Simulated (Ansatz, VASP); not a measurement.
# One calculation of SiC, two programs

```
Si C
1.0
     0.00000    2.23260    2.17814
     2.23260    0.00000    2.17814
     2.23260    2.23260    0.00000
Si C
1 1
Direct
  0.00000 0.00000 0.00000
  0.75000 0.75000 0.75000
```

Change from the starting cell: strain +0.025 along x and y, +0.000 along z, atoms carried along.

Alike in both runs: task single point; functional r2SCAN; k mesh 10 × 10 × 10; occupations gaussian, width 0.05 eV; no spin polarisation.

|  | VASP | Ansatz |
| --- | --- | --- |
| version | VASP 6.6.1 | Ansatz 0.2.0 |
| potentials or method | VASP PAW PBE potentials, release 64 (Si, C) | scalar-relativistic, plane waves, PAW |
| plane-wave cutoff (eV) | 520 | 500 |
| valence electrons in the cell | 8 | 8 |

```csv
,VASP,Ansatz,Ansatz less VASP
gap on the k mesh at the Fermi level (eV),1.50,1.49,-0.010
least direct gap on the mesh (eV),4.96,4.95,-0.012
pressure (GPa),-10.4,-10.2,+0.13
largest component of the traceless stress (GPa),4.34,4.32,-0.018
```

With one functional, cell and mesh, what is left measures potentials, basis and numerics.

Caveats: the PAW data sets were made with another functional, which shifts forces and pressure a little (VASP). A k mesh can miss the band edges.
